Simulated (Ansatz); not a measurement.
**Li(001): from terraces to steps**

Method: DFT PBE, scalar-relativistic, plane waves, PAW in Ansatz 0.2.0.

Cutoff 420 eV, Γ-centred meshes of like density (2×12×1 for the 24-atom cell), Gaussian smearing of 0.10 eV, energies at zero smearing and 0 K, each start's symmetry kept, no spin polarisation.

A (001) slab of relaxed bulk Li (Fm-3m, not its usual structure, 20.15 Å³/atom, gap on the mesh 0.00 eV), 4 planes in a 6×1 cell with the lowest 2 held; added atoms sit on lattice sites of the next plane. A dipole correction is on. The surface energy is the mean of the held and the free face; step energies are per length and the mean of the stripe's two steps, which run along the shortest translation of the plane; step and island energies count from the flat slab and bulk atoms.

The flat slab gives a surface energy of 0.47 J/m² (29.6 meV/Å²); planes follow at h = 2.16 Å, and an atom takes 9.33 Å² of its plane.

Q: Estimate the step energy β from the surface energy and compare with the stripes.

A: A step opens a strip of height h, so a first guess is γh = 29.6 × 2.16 = 64 meV/Å. Computed: 32 meV/Å for the stripe 2 surface cells wide, 34 meV/Å for the stripe 3 surface cells wide, 0.50 and 0.53 of the guess. A value under γh is usual for metals: the riser is a slanted microfacet that covers some terrace, so at slant φ it costs h(γ_facet/sin φ − γ/tan φ), or γh tan(φ/2) for equal energies, 0.41 γh at 45° and 0.52 γh at 55°. The two widths differ by 2 meV/Å (before rounding), from step–step interaction and confinement in so narrow a cell, or from the k mesh, which in a metal moves β by several meV/Å. A vicinal face tilted by θ holds tan θ/h steps per length, so its energy per terrace area is γ + (β/h) tan θ for far-apart steps, with β/h = 0.25 J/m².

Slabs of three or four planes are thin, so both faces still feel each other.

Small energy differences in metals hang on the k mesh (about 10 mJ/m² or 1 to 2 meV/atom on the mesh of the relaxation).

Cost: 3 runs of about 10 core-minutes in all, on Intel Xeon Platinum 8488C (Sapphire Rapids) (shared hosts).